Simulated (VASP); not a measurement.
# BAs (Pm-3m) in VASP: a series of runs

One crystal, BAs, is run at these levels: PBE; tasks: elastic constants, Wannier functions by SCDM.

Everything below comes from runs of VASP 6.6.1. Logs are shortened: lines on timing, memory, paths and dates and some standing lists are left out, and cuts for length are marked.

### 1 The structure

It takes space group Pm-3m (No. 221, cubic). The conventional cell has a = 2.934 Å, b = 2.934 Å, c = 2.934 Å, α = 90.00°, β = 90.00°, γ = 90.00°. B (site symmetry m-3m) has 8 As at 2.54 Å as nearest neighbours. As (site symmetry m-3m) has 8 B at 2.54 Å as nearest neighbours.

The cell was built by a generator and needn't be a form met in nature.

### 2 Elastic constants, PBE

POSCAR reads:

```
BAs
1.0
    2.9343700000      0.0000000000      0.0000000000
    0.0000000000      2.9343700000      0.0000000000
    0.0000000000      0.0000000000      2.9343700000
B As
1 1
Direct
    0.5000000000      0.5000000000      0.5000000000
    0.0000000000      0.0000000000      0.0000000000
```

INCAR.step1 reads:

```
SYSTEM = BAs
PREC     = Accurate       ! precision mode
ENCUT    = 600            ! plane-wave cutoff, eV
EDIFF    = 1E-8           ! SCF threshold, eV
ISMEAR   = 0              ! smearing method
SIGMA    = 0.02           ! smearing width, eV
LREAL    = .FALSE.        ! projectors in reciprocal space
LASPH    = .TRUE.         ! aspherical terms in the spheres
NELM     = 80             ! most SCF steps
ALGO     = Normal         ! electronic algorithm
ISIF     = 3              ! what is computed and relaxed
LWAVE    = .FALSE.        ! write WAVECAR
LCHARG   = .FALSE.        ! write CHGCAR
GGA      = PE             ! functional
IBRION   = 2              ! ionic algorithm
NSW      = 40             ! ionic steps
EDIFFG   = -0.002         ! ionic threshold
```

INCAR.step2 reads:

```
SYSTEM = BAs
PREC     = Accurate       ! precision mode
ENCUT    = 600            ! plane-wave cutoff, eV
EDIFF    = 1E-8           ! SCF threshold, eV
ISMEAR   = 0              ! smearing method
SIGMA    = 0.02           ! smearing width, eV
LREAL    = .FALSE.        ! projectors in reciprocal space
LASPH    = .TRUE.         ! aspherical terms in the spheres
NELM     = 80             ! most SCF steps
ALGO     = Normal         ! electronic algorithm
ISIF     = 3              ! what is computed and relaxed
LWAVE    = .FALSE.        ! write WAVECAR
LCHARG   = .FALSE.        ! write CHGCAR
GGA      = PE             ! functional
IBRION   = 6              ! ionic algorithm
NFREE    = 2            
POTIM    = 0.015          ! step
NSW      = 1              ! ionic steps
```

KPOINTS reads:

```
regular mesh
0
G
  7 7 7
  0 0 0
```

Potentials or basis: VASP PAW PBE potentials, release 64 (B, As).

Launch:

```bash
$ cat potpaw_PBE.64/B/POTCAR potpaw_PBE.64/As/POTCAR > POTCAR
$ cp INCAR.step1 INCAR
$ mpirun -np 1 vasp_std > vasp.out
$ cp CONTCAR POSCAR
$ cp INCAR.step2 INCAR
$ mpirun -np 1 vasp_std > vasp.out
```

OUTCAR:

```text
SYSTEM = BAs
   PREC = Accurate
   ENCUT = 600
   EDIFF = 1E-8
   ISMEAR = 0
   LREAL = .FALSE.
   LASPH = .TRUE.
   NELM = 80
   ISIF = 3
   GGA = PE
   IBRION = 6
   NFREE = 2
   POTIM = 0.015
   NSW = 1

 ion  position               nearest neighbor table
   1  0.500  0.500  0.500-   2 2.54   2 2.54   2 2.54   2 2.54   2 2.54   2 2.54   2 2.54   2 2.54

   2  0.000  0.000  0.000-   1 2.54   1 2.54   1 2.54   1 2.54   1 2.54   1 2.54   1 2.54   1 2.54

  LATTYP: Found a simple cubic cell.
 ALAT       =     2.9297525985

  Lattice vectors:

 A1 = (   2.9297525985,   0.0000000000,   0.0000000000)
 A2 = (   0.0000000000,   2.9297525985,   0.0000000000)
 A3 = (   0.0000000000,   0.0000000000,   2.9297525985)

Analysis of symmetry for initial positions (statically):
=====================================================================
 Subroutine PRICEL returns:
 Original cell was already a primitive cell.

 Routine SETGRP: Setting up the symmetry group for a
 simple cubic supercell.

 Subroutine GETGRP returns: Found 48 space group operations
 (whereof 48 operations were pure point group operations)
 out of a pool of 48 trial point group operations.

The static configuration has the point symmetry O_h .

Analysis of symmetry for dynamics (positions and initial velocities):
=====================================================================
 Subroutine PRICEL returns:
 Original cell was already a primitive cell.

 Routine SETGRP: Setting up the symmetry group for a
 simple cubic supercell.

 Subroutine GETGRP returns: Found 48 space group operations
 (whereof 48 operations were pure point group operations)
 out of a pool of 48 trial point group operations.

The dynamic configuration has the point symmetry O_h .

 Subroutine INISYM returns: Found 48 space group operations
 (whereof 48 operations are pure point group operations),
 and found     1 'primitive' translations
[... 344 lines left out ...]
      2       6.3676      2.00000
      3       6.3676      2.00000
      4       6.3689      2.00000
      5       7.0080      2.00000
      6      12.8725      0.00000
      7      12.8761      0.00000
      8      16.5769      0.00000
[... 243 lines left out ...]
 k-point    24 :       0.0000    0.1429    0.1429
  band No.  band energies     occupation
      1      -7.9177      2.00000
      2       3.5220      2.00000
      3       4.3766      2.00000
      4       7.0280      2.00000
      5       9.5555      0.00000
      6      13.6129      0.00000
      7      14.9884      0.00000
      8      15.2542      0.00000

 [... further k-points ...]
[... 5 lines left out ...]
  --------------------------------------------------------------------------------------
  -------------------------------------------------------------------------------------
  Total       -0.0046890      0.0048567      0.0048567      0.0000000      0.0000000      0.0000000
  in kB       -0.2987408      0.3094285      0.3094285      0.0000000      0.0000000      0.0000000
  external PRESSURE =       0.1067054 kB  Pullay stress =       0.0000000 kB
[... 17 lines left out ...]
  FREE ENERGIE OF THE ION-ELECTRON SYSTEM (eV)
  ---------------------------------------------------
  free  energy   TOTEN  =        -8.3886043762 eV

  energy  without entropy=       -8.3878211323  energy(sigma->0) =       -8.38821275

 INTERNAL STRAIN TENSORS FROM STRAINED CELLS
 ============================================

 INTERNAL STRAIN TENSOR FOR ION    1 for displacements in x,y,z  (eV/Angst):
          X           Y           Z          XY          YZ          ZX
  --------------------------------------------------------------------------------
  x     0.00000     0.00000     0.00000     0.00000     0.00000     0.00000
  y     0.00000     0.00000     0.00000     0.00000     0.00000     0.00000
  z     0.00000     0.00000     0.00000     0.00000     0.00000     0.00000

 INTERNAL STRAIN TENSORS FROM DISPLACED ATOMS
 ============================================

 INTERNAL STRAIN TENSOR FOR ION    1 for displacements in x,y,z  (eV/Angst):
          X           Y           Z          XY          YZ          ZX
  --------------------------------------------------------------------------------
  x     0.00000     0.00000     0.00000     0.00000     0.00000     0.00000
  y     0.00000     0.00000     0.00000     0.00000     0.00000     0.00000
  z     0.00000     0.00000     0.00000     0.00000     0.00000     0.00000

 INTERNAL STRAIN TENSOR FOR ION    2 for displacements in x,y,z  (eV/Angst):
          X           Y           Z          XY          YZ          ZX
  --------------------------------------------------------------------------------
  x     0.00000     0.00000     0.00000     0.00000     0.00000     0.00000
  y     0.00000     0.00000     0.00000     0.00000     0.00000     0.00000
  z     0.00000     0.00000     0.00000     0.00000     0.00000     0.00000

 Eigenvectors and eigenvalues of the dynamical matrix
 ----------------------------------------------------

   1 f  =    0.000499 THz     0.003133 2PiTHz    0.016633 cm-1     0.002062 meV
             X         Y         Z           dx          dy          dz
      1.464876  1.464876  1.464876     0.352117    0.046376   -0.003501
      0.000000  0.000000  0.000000     0.926751    0.122058   -0.009214
[... 21 lines left out ...]
   6 f/i=    6.827484 THz    42.898345 2PiTHz  227.740339 cm-1    28.236191 meV
             X         Y         Z           dx          dy          dz
      1.464876  1.464876  1.464876     0.143207   -0.875791    0.293824
      0.000000  0.000000  0.000000    -0.054411    0.332755   -0.111638

--------------------------------------------------------------------------------------------------------

 ELASTIC MODULI CONTR FROM IONIC RELAXATION (kBar)
 Direction    XX          YY          ZZ          XY          YZ          ZX
 --------------------------------------------------------------------------------
 XX           0.0000      0.0000      0.0000      0.0000      0.0000      0.0000
 YY           0.0000      0.0000      0.0000      0.0000      0.0000      0.0000
 ZZ           0.0000      0.0000      0.0000      0.0000      0.0000      0.0000
 XY           0.0000      0.0000      0.0000      0.0000      0.0000      0.0000
 YZ           0.0000      0.0000      0.0000      0.0000      0.0000      0.0000
 ZX           0.0000      0.0000      0.0000      0.0000      0.0000      0.0000
 --------------------------------------------------------------------------------

 TOTAL ELASTIC MODULI (kBar)
 Direction    XX          YY          ZZ          XY          YZ          ZX
 --------------------------------------------------------------------------------
 XX        3294.7539    -55.8365    -55.8365      0.0000      0.0000      0.0000
 YY         -55.8365   3294.7539    -55.8365     -0.0000     -0.0000     -0.0000
 ZZ         -55.8365    -55.8365   3294.7539      0.0000     -0.0000      0.0000
 XY           0.0000     -0.0000      0.0000    514.1364      0.0000      0.0000
 YZ           0.0000     -0.0000     -0.0000      0.0000    514.1364      0.0000
 ZX           0.0000     -0.0000      0.0000      0.0000      0.0000    514.1364
 --------------------------------------------------------------------------------
```

OUTCAR.step1:

```text
SYSTEM = BAs
   PREC = Accurate
   ENCUT = 600
   EDIFF = 1E-8
   ISMEAR = 0
   LREAL = .FALSE.
   LASPH = .TRUE.
   NELM = 80
   ISIF = 3
   GGA = PE
   IBRION = 2
   NSW = 40
   EDIFFG = -0.002

[... 273 lines left out ...]
 fundamental gap:      0.0538941838
 Fermi energy:         7.4351818548

 k-point     1 :       0.0000    0.0000    0.0000
  band No.  band energies     occupation
      1      -8.5630      2.00000
      2       6.3681      2.00000
      3       6.3681      2.00000
      4       6.3681      2.00000
      5       7.0078      2.00000
      6      12.8765      0.00000
      7      12.8765      0.00000
      8      16.5764      0.00000
[... 236 lines left out ...]
  FREE ENERGIE OF THE ION-ELECTRON SYSTEM (eV)
  ---------------------------------------------------
  free  energy   TOTEN  =        -8.3884238005 eV

  energy  without entropy=       -8.3876377319  energy(sigma->0) =       -8.38803077

 reached required accuracy - stopping structural energy minimisation
```

OSZICAR.step1:

```text
N       E                     dE             d eps       ncg     rms          rms(c)
DAV:   1     0.106365867541E+02    0.10637E+02   -0.44820E+03   320   0.100E+03
DAV:   2    -0.833257685786E+01   -0.18969E+02   -0.17963E+02   528   0.102E+02
DAV:   3    -0.850449370106E+01   -0.17192E+00   -0.17118E+00   352   0.115E+01
[... 25 lines left out ...]
DAV:   3    -0.838842433235E+01    0.33520E-05   -0.50174E-06   328   0.146E-02    0.361E-03
DAV:   4    -0.838842373856E+01    0.59379E-06   -0.65107E-07   376   0.569E-03    0.834E-04
DAV:   5    -0.838842375772E+01   -0.19162E-07   -0.22305E-08   208   0.924E-04    0.444E-04
DAV:   6    -0.838842379942E+01   -0.41702E-07   -0.21801E-09   160   0.400E-04    0.288E-05
DAV:   7    -0.838842380047E+01   -0.10466E-08   -0.91371E-11   160   0.959E-05
   3 F= -.83884238E+01 E0= -.83880308E+01  d E =-.199320E-03
```

It took 60 s on 1 thread of Intel Xeon 6975P-C (Granite Rapids), shared host; peak memory 0.18 GiB.

What came out:

| Property | Result |
| --- | --- |
| Relaxed volume | 12.57 Å³/atom |
| Relaxed cell | a = 2.930 Å, b = 2.930 Å, c = 2.930 Å, α = 90.00°, β = 90.00°, γ = 90.00° |
| Space group after relaxing (to 0.05 Å) | Pm-3m (No. 221) |
| Elastic constants C11, C12, C44 | 329, -6, 51 GPa |
| Voigt bulk modulus | 106 GPa |
| Highest phonon frequency at Γ, LO-TO splitting left out | 0 cm⁻¹ |
| Most unstable mode | 228i cm⁻¹ |

Step by step:
```
step  energy change (eV)  largest force (eV/Å)  pressure (GPa)  volume (Å³)
   1              0.0000                0.0000           -0.53        25.27
   2             -0.0002                0.0000            0.16        25.11
   3             -0.0002                0.0000            0.01        25.15
```

Final structure:
```
B As
1.0
     2.92975    0.00000    0.00000
     0.00000    2.92975    0.00000
     0.00000    0.00000    2.92975
B As
1 1
Direct
  0.50000 0.50000 0.50000
  0.00000 0.00000 0.00000
```

Phonon frequencies in cm⁻¹ (negative: imaginary):
```csv
q point,frequencies
"(0.000, 0.000, 0.000)",-228 -228 -228 0 0 0
```

Elastic tensor in Voigt notation (GPa, in the Cartesian axes of the cell as first typed):
```
329  -6  -6   0   0   0
 -6 329  -6   0   0   0
 -6  -6 329   0   0   0
  0   0   0  51   0   0
  0   0   0   0  51   0
  0   0   0   0   0  51
```

Clamped-ion elastic tensor (GPa):
```
329  -6  -6   0   0   0
 -6 329  -6   0   0   0
 -6  -6 329   0   0   0
  0   0   0  51   0   0
  0   0   0   0  51   0
  0   0   0   0   0  51
```

Caveat: some modes are imaginary.

### 3 Wannier functions by SCDM, PBE

POSCAR is that of step 2.

INCAR.step1 reads:

```
  PREC = Accurate
  ENCUT = 520
  EDIFF = 1E-7
  ISMEAR = 0
  SIGMA = 0.02
  LREAL = False
  LASPH = True
  NELM = 100
  ALGO = Fast
  ISIF = 2
  LWAVE = True
  LCHARG = True
  GGA = PE
```

INCAR.step2 reads:

```
  PREC = Accurate
  ENCUT = 520
  EDIFF = 1E-7
  ISMEAR = 0
  SIGMA = 0.02
  LREAL = False
  LASPH = True
  NELM = 100
  ALGO = Fast
  ISIF = 2
  LWAVE = False
  LCHARG = False
  GGA = PE
  ISTART = 1
  ICHARG = 11
  ISYM = -1
  NUM_WANN = 4
  LSCDM = True
```

KPOINTS reads:

```
Automatic mesh
0
Gamma
  5 5 5
```

KPOINTS_OPT reads:

```
path GXMGRX,MR
12
line-mode
reciprocal
 0.0000000000  0.0000000000  0.0000000000  G
 0.0000000000  0.5000000000  0.0000000000  X

 0.0000000000  0.5000000000  0.0000000000  X
 0.5000000000  0.5000000000  0.0000000000  M

 0.5000000000  0.5000000000  0.0000000000  M
 0.0000000000  0.0000000000  0.0000000000  G

 0.0000000000  0.0000000000  0.0000000000  G
 0.5000000000  0.5000000000  0.5000000000  R

 0.5000000000  0.5000000000  0.5000000000  R
 0.0000000000  0.5000000000  0.0000000000  X

 0.5000000000  0.5000000000  0.0000000000  M
 0.5000000000  0.5000000000  0.5000000000  R
```

KPOINTS_WAN reads:

```
path GXMGRX,MR
12
line-mode
reciprocal
 0.0000000000  0.0000000000  0.0000000000  G
 0.0000000000  0.5000000000  0.0000000000  X

 0.0000000000  0.5000000000  0.0000000000  X
 0.5000000000  0.5000000000  0.0000000000  M

 0.5000000000  0.5000000000  0.0000000000  M
 0.0000000000  0.0000000000  0.0000000000  G

 0.0000000000  0.0000000000  0.0000000000  G
 0.5000000000  0.5000000000  0.5000000000  R

 0.5000000000  0.5000000000  0.5000000000  R
 0.0000000000  0.5000000000  0.0000000000  X

 0.5000000000  0.5000000000  0.0000000000  M
 0.5000000000  0.5000000000  0.5000000000  R
```

Potentials or basis: VASP PAW PBE potentials, release 64 (B, As).

Launch:

```bash
$ cat potpaw_PBE.64/B/POTCAR potpaw_PBE.64/As/POTCAR > POTCAR
$ cp INCAR.step1 INCAR
$ mpirun -np 1 vasp_std > vasp.out
$ cp INCAR.step2 INCAR
$ mpirun -np 1 vasp_std > vasp.out
```

OUTCAR:

```text
PREC = Accurate
   ENCUT = 520
   EDIFF = 1E-7
   ISMEAR = 0
   LREAL = False
   LASPH = True
   NELM = 100
   ISIF = 2
   GGA = PE
   ISTART = 1
   ICHARG = 11
   ISYM = -1

 ion  position               nearest neighbor table
   1  0.500  0.500  0.500-   2 2.54   2 2.54   2 2.54   2 2.54   2 2.54   2 2.54   2 2.54   2 2.54

   2  0.000  0.000  0.000-   1 2.54   1 2.54   1 2.54   1 2.54   1 2.54   1 2.54   1 2.54   1 2.54

IMPORTANT INFORMATION: All symmetrisations will be switched off!
NOSYMM: (Re-)initialisation of all symmetry stuff for point group C_1.

[... 414 lines left out ...]

 [... further k-points ...]
[... 5 lines left out ...]
  --------------------------------------------------------------------------------------
  -------------------------------------------------------------------------------------
  Total       -0.3601152     -0.3601397     -0.3601335     -0.0166029     -0.0166114     -0.0166065
  in kB      -22.8353363    -22.8368911    -22.8364957     -1.0528129     -1.0533469     -1.0530391
  external PRESSURE =     -22.8362410 kB  Pullay stress =       0.0000000 kB

 VOLUME and BASIS-vectors are now :
 -----------------------------------------------------------------------------
  energy-cutoff  :      520.00
  volume of cell :       25.27
      direct lattice vectors                 reciprocal lattice vectors
     2.934370000  0.000000000  0.000000000     0.340788653  0.000000000  0.000000000
     0.000000000  2.934370000  0.000000000     0.000000000  0.340788653  0.000000000
     0.000000000  0.000000000  2.934370000     0.000000000  0.000000000  0.340788653

 POSITION                                       TOTAL-FORCE (eV/Angst)
 -----------------------------------------------------------------------------------
      1.46718      1.46718      1.46718        -0.000006      0.000001      0.000004
      0.00000      0.00000      0.00000         0.000006     -0.000001     -0.000004
 -----------------------------------------------------------------------------------
    total drift:                                0.000001     -0.000000     -0.000000

  FREE ENERGIE OF THE ION-ELECTRON SYSTEM (eV)
  ---------------------------------------------------
  free  energy   TOTEN  =        -8.2924840786 eV

  energy  without entropy=       -8.2920677898  energy(sigma->0) =       -8.29227593
```

OUTCAR.step1:

```text
PREC = Accurate
   ENCUT = 520
   EDIFF = 1E-7
   ISMEAR = 0
   LREAL = False
[... 319 lines left out ...]
      1.46718      1.46718      1.46718         0.000000      0.000000      0.000000
      0.00000      0.00000      0.00000         0.000000      0.000000      0.000000
 -----------------------------------------------------------------------------------
    total drift:                                0.000000      0.000000     -0.000000

  FREE ENERGIE OF THE ION-ELECTRON SYSTEM (eV)
  ---------------------------------------------------
  free  energy   TOTEN  =        -8.3103810931 eV

  energy  without entropy=       -8.3098973607  energy(sigma->0) =       -8.31013923
```

OSZICAR.step1:

```text
N       E                     dE             d eps       ncg     rms          rms(c)
DAV:   1     0.635384793894E+01    0.63538E+01   -0.35717E+03   160   0.848E+02
DAV:   2    -0.825041852134E+01   -0.14604E+02   -0.14344E+02   232   0.896E+01
DAV:   3    -0.840435097370E+01   -0.15393E+00   -0.15393E+00   192   0.106E+01
DAV:   4    -0.840450940513E+01   -0.15843E-03   -0.15843E-03   200   0.370E-01
DAV:   5    -0.840450957414E+01   -0.16902E-06   -0.16872E-06   168   0.111E-02    0.300E+00
RMM:   6    -0.831484859558E+01    0.89661E-01   -0.92489E-02   160   0.170E+00    0.167E+00
RMM:   7    -0.831156404715E+01    0.32845E-02   -0.11189E-02   167   0.734E-01    0.824E-01
RMM:   8    -0.831043200182E+01    0.11320E-02   -0.18260E-03   162   0.406E-01    0.446E-02
RMM:   9    -0.831038494359E+01    0.47058E-04   -0.21631E-04   168   0.119E-01    0.265E-02
RMM:  10    -0.831038409834E+01    0.84525E-06   -0.11159E-05   170   0.349E-02    0.768E-03
RMM:  11    -0.831038125507E+01    0.28433E-05   -0.38534E-06   166   0.123E-02    0.127E-03
RMM:  12    -0.831038113714E+01    0.11793E-06   -0.22632E-07   132   0.345E-03    0.550E-04
RMM:  13    -0.831038109310E+01    0.44042E-07   -0.14348E-08    89   0.717E-04
   1 F= -.83103811E+01 E0= -.83101392E+01  d E =-.483732E-03
```

Run time: 9.5 s. Hardware: 1 thread of Intel Xeon 6975P-C (Granite Rapids), shared host; peak memory 0.18 GiB.

Results:

- Band gap along the path: none (metal or under the smearing width)

Levels at the corners of the path, in eV from the Fermi level:
```csv
point,band 2,band 3,band 4,band 5,band 6,band 7
Γ,-1.25,-1.25,-1.25,-0.67,5.28,5.28
X,-10.44,2.37,2.37,2.90,2.90,2.97
X,-10.44,2.37,2.37,2.90,2.90,2.97
M,-7.18,-7.18,-5.91,3.64,4.78,6.74
M,-7.18,-7.18,-5.91,3.64,4.78,6.74
Γ,-1.25,-1.25,-1.25,-0.67,5.28,5.28
Γ,-1.25,-1.25,-1.25,-0.67,5.28,5.28
R,-3.41,-3.41,-3.41,-3.03,-2.40,-2.40
R,-3.41,-3.41,-3.41,-3.03,-2.40,-2.40
X,-10.44,2.37,2.37,2.90,2.90,2.97
M,-7.18,-7.18,-5.91,3.64,4.78,6.74
R,-3.41,-3.41,-3.41,-3.03,-2.40,-2.40
```

Caveat: the k mesh is coarse (spacing up to 0.43 Å⁻¹), so the values aren't converged.

### 4 For comparison

An earlier run on the cell as given: functional PBE; potentials or basis VASP PAW PBE potentials, release 64 (B, As); cutoff 520 eV; k mesh 9 × 9 × 9; occupations fermi-dirac, width 0.05 eV; no spin polarisation.

* Pressure: 0.5 GPa
* Band gap on the k mesh: none (metal or under the smearing width)
